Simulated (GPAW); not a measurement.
Pd:

```
Pd
1.0
     0.00000    1.94650    1.94650
     1.94650    0.00000    1.94650
     1.94650    1.94650    0.00000
Pd
1
Direct
  0.00000 0.00000 0.00000
```

```yaml
Program: GPAW 26.7.0
Task: relaxation of cell and atoms
Functional: PBEsol
Dispersion: D3(BJ)
Potentials_or_basis: PAW data sets generated in the run's folder for this functional
Cutoff: 600 eV
Basis: pw
k_mesh: 12 × 12 × 12
Occupations: fermi-dirac, width 0.05 eV
Spin: no spin polarisation
```

At the start: pressure -9.3 GPa; volume 14.75 Å³/atom.

Q: How do energy, volume and symmetry change on relaxing?

A: Over 14 steps the energy falls by 21.0 meV/atom and the volume is 14.09 Å³/atom (-4.5 %); space group Fm-3m (No. 225, to 0.05 Å).

The path:
```
step  energy change (eV)  largest force (eV/Å)  pressure (GPa)  volume (Å³)
   1              0.0000                0.0000           -9.34        14.75
   2             -0.0167                0.0000           -4.41        14.37
   3             -0.0180                0.0000            4.23        13.84
   4             -0.0189                0.0000            3.54        13.88
   5             -0.0201                0.0000            2.29        13.95
   6             -0.0209                0.0000            0.73        14.04
   7             -0.0208                0.0000           -0.89        14.14
   8             -0.0208                0.0000           -0.85        14.14
   9             -0.0208                0.0000           -0.79        14.14
  10             -0.0208                0.0000           -0.69        14.13
  11             -0.0209                0.0000           -0.57        14.12
  12             -0.0209                0.0000           -0.43        14.11
  13             -0.0209                0.0000           -0.27        14.10
  14             -0.0210                0.0000           -0.10        14.09
```

Final structure:
```yaml
crystal:
  lattice:
    - [0.00000, 1.91715, 1.91715]
    - [1.91715, 0.00000, 1.91715]
    - [1.91715, 1.91715, 0.00000]
  atoms:
    - { symbol: Pd, position: [0.00000, 0.00000, 0.00000] }
```

Caveat: later steps reuse the first step's grids; pairwise dispersion overbinds metals, which lowers pressure and volume.
